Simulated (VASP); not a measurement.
# Settings for Si: equation of state

Si, P6_3/mmc (no. 194), 4 atoms in the cell. AM05; PAW potentials Si (PBE set). VASP 6.6.1.

Wanted: equilibrium volume within 1 %; bulk modulus within 5 %.

What the run is for: equation of state; Accuracy asked: screening.

The series start from Plane-wave cutoff (eV): 320; k-point mesh: 7 × 7 × 4; Volumes: 5 from 0.92 to 1.08; Precision mode (PREC): Accurate; Electronic threshold (eV): 1e-6; Aspherical gradient terms in the spheres (LASPH): yes; Start of each volume: each volume from scratch. Each series keeps the choices made before it, and each single choice may use up half of a tolerance. Times cover all steps of a run.

## Plane-wave cutoff (eV)

| Plane-wave cutoff (eV) | Equilibrium volume (Å³/atom) | Bulk modulus (GPa) | Time (s) |
|---|---|---|---|
| 200 | 20.16 | 93.03 | 47 |
| 240 | 20.11 | 92.1 | 58 |
| 280 | 20.09 | 93.25 | 66 |
| 320 | 20.07 | 93.05 | 70 |
| 370 | 20.07 | 92.81 | 80 |
| 430 | 20.07 | 92.92 | 130 |
| 510 | 20.07 | 92.91 | 138 |
| 640 (reference) | 20.07 | 92.89 | 160 |

Chosen: 200, the loosest value from which every tighter one stays within half of the tolerance.

## k-point mesh

| k-point mesh | Equilibrium volume (Å³/atom) | Bulk modulus (GPa) | Time (s) |
|---|---|---|---|
| 2 × 2 × 1 | 20.7 | 91.94 | 23 |
| 3 × 3 × 2 | 20.4 | 92.15 | 33 |
| 4 × 4 × 2 | 20.23 | 91.8 | 28 |
| 4 × 4 × 3 | 20.25 | 92.25 | 36 |
| 5 × 5 × 3 | 20.18 | 92.27 | 36 |
| 7 × 7 × 4 | 20.16 | 93.03 | 47 |
| 8 × 8 × 5 | 20.15 | 92.66 | 54 |
| 10 × 10 × 6 (reference) | 20.15 | 92.73 | 91 |

Chosen: 4 × 4 × 2.

## Volumes

| Volumes | Equilibrium volume (Å³/atom) | Bulk modulus (GPa) | Time (s) |
|---|---|---|---|
| 5 from 0.88 to 1.12 | 20.24 | 92.43 | 32 |
| 5 from 0.92 to 1.08 | 20.23 | 91.8 | 28 |
| 7 from 0.91 to 1.09 (reference) | 20.23 | 92.72 | 43 |

Chosen: 5 from 0.88 to 1.12.

## Precision mode (PREC)

| Precision mode (PREC) | Equilibrium volume (Å³/atom) | Bulk modulus (GPa) | Time (s) |
|---|---|---|---|
| SingleN | 20.23 | 92.65 | 21 |
| Normal | 20.24 | 92.43 | 22 |
| Accurate (reference) | 20.24 | 92.43 | 32 |

Chosen: SingleN.

## Electronic threshold (eV)

| Electronic threshold (eV) | Equilibrium volume (Å³/atom) | Bulk modulus (GPa) | Time (s) |
|---|---|---|---|
| 0.001 | 20.23 | 92.65 | 20 |
| 0.0001 | 20.23 | 92.65 | 17 |
| 1e-5 | 20.23 | 92.65 | 18 |
| 1e-6 | 20.23 | 92.65 | 21 |
| 1e-7 (reference) | 20.23 | 92.65 | 23 |

Chosen: 0.001.

## Aspherical gradient terms in the spheres (LASPH)

| Aspherical gradient terms in the spheres (LASPH) | Equilibrium volume (Å³/atom) | Bulk modulus (GPa) | Time (s) |
|---|---|---|---|
| no | 20.23 | 92.65 | 7.6 |
| yes (reference) | 20.23 | 92.65 | 20 |

Chosen: no.

## Start of each volume

| Start of each volume | Equilibrium volume (Å³/atom) | Bulk modulus (GPa) | Time (s) |
|---|---|---|---|
| each volume from scratch | 20.23 | 92.65 | 7.6 |
| orbitals of the volume before (WAVECAR) | 20.23 | 92.65 | 5.4 |

Chosen: orbitals of the volume before (WAVECAR); it saves 2.2 s of 7.6, so each volume from scratch would do nearly as well.

## All choices together

| Input | Equilibrium volume (Å³/atom) | Bulk modulus (GPa) | Time (s) |
|---|---|---|---|
| the program's defaults (naive) | 20.21 | 92.35 | 11 |
| chosen settings | 20.23 | 92.65 | 5.4 |
| reference settings throughout | 20.07 | 92.8 | 482 |

The tolerance is met.

## The input

INCAR:
```
SYSTEM = Si
ALGO = Normal ; EDIFF = 0.001
EFERMI = MIDGAP ; ENCUT = 200
GGA = AM ; GGA_COMPAT = .False.
ISIF = 2 ; ISMEAR = 0
LASPH = .False. ; LCHARG = .False.
LREAL = .False. ; LWAVE = .True.
NELM = 120 ; NSW = 0
PREC = SingleN ; SIGMA = 0.03
```

KPOINTS:
```
Automatic mesh
0
Gamma
  4 4 2
  0 0 0
```

POSCAR.step1:
```
Si
1.0
    3.6714901118      0.0000000000      0.0000000000
   -1.8357450559      3.1796037066      0.0000000000
    0.0000000000      0.0000000000      6.0684501598
Si
4
Direct
    0.6666666667      0.3333333333      0.9369905000
    0.3333333333      0.6666666667      0.4369905000
    0.6666666667      0.3333333333      0.5630095000
    0.3333333333      0.6666666667      0.0630095000
```

POSCAR.step2:
```
Si
1.0
    3.7531053624      0.0000000000      0.0000000000
   -1.8765526812      3.2502845869      0.0000000000
    0.0000000000      0.0000000000      6.2033485431
Si
4
Direct
    0.6666666667      0.3333333333      0.9369905000
    0.3333333333      0.6666666667      0.4369905000
    0.6666666667      0.3333333333      0.5630095000
    0.3333333333      0.6666666667      0.0630095000
```

POSCAR.step3:
```
Si
1.0
    3.8313174605      0.0000000000      0.0000000000
   -1.9156587303      3.3180182508      0.0000000000
    0.0000000000      0.0000000000      6.3326220002
Si
4
Direct
    0.6666666667      0.3333333333      0.9369905000
    0.3333333333      0.6666666667      0.4369905000
    0.6666666667      0.3333333333      0.5630095000
    0.3333333333      0.6666666667      0.0630095000
```

POSCAR.step4:
```
Si
1.0
    3.9064604095      0.0000000000      0.0000000000
   -1.9532302048      3.3830939535      0.0000000000
    0.0000000000      0.0000000000      6.4568225910
Si
4
Direct
    0.6666666667      0.3333333333      0.9369905000
    0.3333333333      0.6666666667      0.4369905000
    0.6666666667      0.3333333333      0.5630095000
    0.3333333333      0.6666666667      0.0630095000
```

POSCAR.step5:
```
Si
1.0
    3.9788186632      0.0000000000      0.0000000000
   -1.9894093316      3.4457580394      0.0000000000
    0.0000000000      0.0000000000      6.5764204771
Si
4
Direct
    0.6666666667      0.3333333333      0.9369905000
    0.3333333333      0.6666666667      0.4369905000
    0.6666666667      0.3333333333      0.5630095000
    0.3333333333      0.6666666667      0.0630095000
```

Commands (each step's output is kept before the next begins):
```
cat potpaw_PBE.64/Si/POTCAR > POTCAR
cp POSCAR.step1 POSCAR
mpirun -np 1 vasp_std > vasp.out
cp POSCAR.step2 POSCAR
mpirun -np 1 vasp_std > vasp.out
cp POSCAR.step3 POSCAR
mpirun -np 1 vasp_std > vasp.out
cp POSCAR.step4 POSCAR
mpirun -np 1 vasp_std > vasp.out
cp POSCAR.step5 POSCAR
mpirun -np 1 vasp_std > vasp.out
```

The naive input happens to agree within the tolerance here, in 11 s.

Limits: Every volume keeps the cell's shape and the atoms' fractional positions, so the modulus is that of a clamped cell, stiffer than the relaxed one, above all in layered crystals.

The chosen input took VASP 6.6.1 5.4 s on 1 core (Intel Xeon Platinum 8259CL @ 2.50GHz (Skylake/Cascade Lake)), a shared host.
